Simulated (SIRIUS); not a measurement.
CuI (Marshite):

```
I Cu
1.0
     0.00000    3.03150    3.03150
     3.03150    0.00000    3.03150
     3.03150    3.03150    0.00000
I Cu
1 1
Cartesian
  0.0000 0.0000 0.0000
  4.5473 4.5473 4.5473
```

Base run:

- Program: SIRIUS 7.12.0
- Functional: LDA
- Potentials or basis: PseudoDojo 0.4.1 PBE standard (scalar relativistic)
- Cutoff: 1254 eV
- Density cutoff: 5016 eV
- k mesh: 8 × 8 × 8
- Occupations: fermi-dirac, width 0.05 eV
- Spin: no spin polarisation
- Hubbard terms: Cu d U = 8 eV

Its results: band gap on the k mesh 1.94 eV; pressure -3.3 GPa.

Task: The run is repeated on the same cell with these changes: hubbard terms from Cu d U = 8 eV to none; hubbard projectors from orthogonalised atomic orbitals to none; start of the occupations from the program's own to none. What comes out?

Result: Band gap on the k mesh 0.85 eV; pressure -4.6 GPa.

Caveats: the potentials were made for another functional, which shifts forces and pressure; spin-orbit coupling is left out, which moves the levels of the heavy elements.

A k mesh can miss the band edges.
